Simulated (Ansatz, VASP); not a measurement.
## One calculation of Si, two programs

File INCAR:

```
PREC = Accurate ; ENCUT = 520
EDIFF = 1E-8 ; ISMEAR = -1
SIGMA = 0.05 ; LREAL = F
LASPH = T ; NELM = 60
ALGO = Normal ; ISIF = 2
LWAVE = F ; LCHARG = F
LEFG = T ; NBANDS = 11
```

KPOINTS

```
Automatic mesh
0
Gamma
  16 16 16
```

POSCAR

```
Si
1.0
   -2.2735100000      2.3921850000      1.2750000000
    2.2735100000     -2.3921850000      1.2750000000
    2.2735100000      2.3921850000     -1.2750000000
Si
2
Direct
    0.8070000000      0.5570000000      0.2500000000
    0.1930000000      0.4430000000      0.7500000000
```

Input for Ansatz:

```yaml
crystal:
  lattice:
    - [-2.27351, 2.392185, 1.275]
    - [2.27351, -2.392185, 1.275]
    - [2.27351, 2.392185, -1.275]
  atoms:
    - { symbol: Si, position: [0.807, 0.557, 0.25] }
    - { symbol: Si, position: [0.193, 0.443, 0.75] }
kpoints:
  mp_grid: { grid: [16, 16, 16] }
scf:
  occupations: { method: fermi_dirac, width: 0.05 }
hamiltonian:
  xc: lda
  pseudopotentials: { kind: paw }
output:
  forces: true
  stress: true
  eigenvalues: true
  efg: { contact_densities: true }
```

Change from the starting cell: equal xx and yy strain of +1 %, PAW files.

Alike in both runs: task electric field gradients; functional LDA; k mesh 16 × 16 × 16; occupations fermi-dirac, width 0.05 eV; no spin polarisation.

```csv
,VASP,Ansatz
version,VASP 6.6.1,Ansatz 0.2.0
potentials or method,"VASP PAW LDA potentials, release 64 (Si)","PAW with Ansatz's default frozen-core files, scalar-relativistic"
plane-wave cutoff (eV),520,420
valence electrons in the cell,8,8
```

```csv
,VASP,Ansatz,Ansatz less VASP
pressure (GPa),7.8,7.6,-0.12
largest component of the traceless stress (GPa),0.56,0.55,-0.015
rms of the force components (eV/Å),0.017,0.017,-0.0003
Vzz of the field gradient on the site that differs most (V/Å²),-24.8,-24.3,+0.45
```

Atom by atom the forces differ by 0.000 eV/Å (rms over components).
